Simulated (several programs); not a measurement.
**Many methods on one cell: LiF (rocksalt)**

LiF in the rocksalt structure, relaxed with r2SCAN in Ansatz, was computed with several methods. The symmetry is Fm-3m (No. 225, cubic); conventional cell a = 3.990 Å, 7.94 Å³ an atom. Li is surrounded by 6 F at 1.99 Å; F is surrounded by 6 Li at 1.99 Å. (Simulation; spin polarisation is off.)

```yaml
crystal:
  lattice:
    - [0.00000, 1.99487, 1.99487]
    - [1.99487, 0.00000, 1.99487]
    - [1.99487, 1.99487, 0.00000]
  atoms:
    - { symbol: Li, position: [0.00000, 0.00000, 0.00000] }
    - { symbol: F, position: [0.50000, 0.50000, 0.50000] }
```

Gaps and times are for a single point on this cell; volume and bulk modulus come from each method's own relaxation or energy curve at fixed shape. Times are rough, from shared hosts (Arm Neoverse V2; NVIDIA H100 80GB HBM3), and each method has its own mesh and cell size. Gaps from k meshes are read at a limited set of points (mesh, symmetry points, PBE's band edges), so each method's own least gap may be somewhat smaller. Force fields have no electrons; where one was fitted to this phase, its volume and modulus reflect the fit. Minimal bases can be far off for gaps. Times of the plane-wave rungs are withheld (a dash), since they come from other jobs, hosts and meshes; the meshes of hybrids and Hartree-Fock don't converge their gaps to the digits shown. GLLB-SC's gap includes the derivative discontinuity. G0W0 is at finite bands, cutoff and mesh. d marks a direct gap, i an indirect one (no mark: not told apart), a dash a value that wasn't computed or didn't pass its checks.

```
                               method              kind  gap (eV)  own volume (Å³/atom)  bulk modulus (GPa)  atoms computed  processor time
                  ffield.eim (LAMMPS)       force field         –                     –                   –               2          0.17 s
     light PBE (260 eV, its own mesh)  light plane-wave    9.36 i                     –                   –               2           0.4 s
                                  PBE         semilocal    9.35 d                  8.41                  68               2               –
                               r2SCAN         semilocal   10.33 d                  7.94                  77               2               –
                       GLLB-SC (GPAW)   model potential     14.98                     –                   –               2           3.9 s
               PBE/single zeta (GPAW)       small basis    7.21 d                     –                   –               2           4.1 s
G0W0@r2SCAN (180 eV screening cutoff)         many-body     14.18                     –                   –               2               –
                       PBE/SZV (CP2K)       small basis    7.50 d                     –                   –               2            19 s
   G0W0@PBE (260 eV screening cutoff)         many-body     13.81                     –                   –               2               –
 G0W0@HSE06 (180 eV screening cutoff)         many-body     14.65                     –                   –               2               –
                                 PBE0            hybrid   12.43 d                     –                   –               2               –
                                HSE06            hybrid   11.67 d                     –                   –               2               –
  G0W0@PBE0 (180 eV screening cutoff)         many-body     14.86                     –                   –               2               –
                      PBE/DZVP (CP2K)       small basis    9.31 d                  8.54                  60               2            41 s
```

Against HSE06 (11.67 eV) the nearest gap at the points sampled is that of PBE0 (+0.76 eV) and the farthest that of PBE/single zeta (GPAW) (-4.47 eV). HSE06 is only a yardstick of convenience: for gaps this wide it usually falls short of measured ones, so a larger value can be the better one.

Volumes against r2SCAN's: PBE +6.0 %, PBE/DZVP (CP2K) +7.5 %.
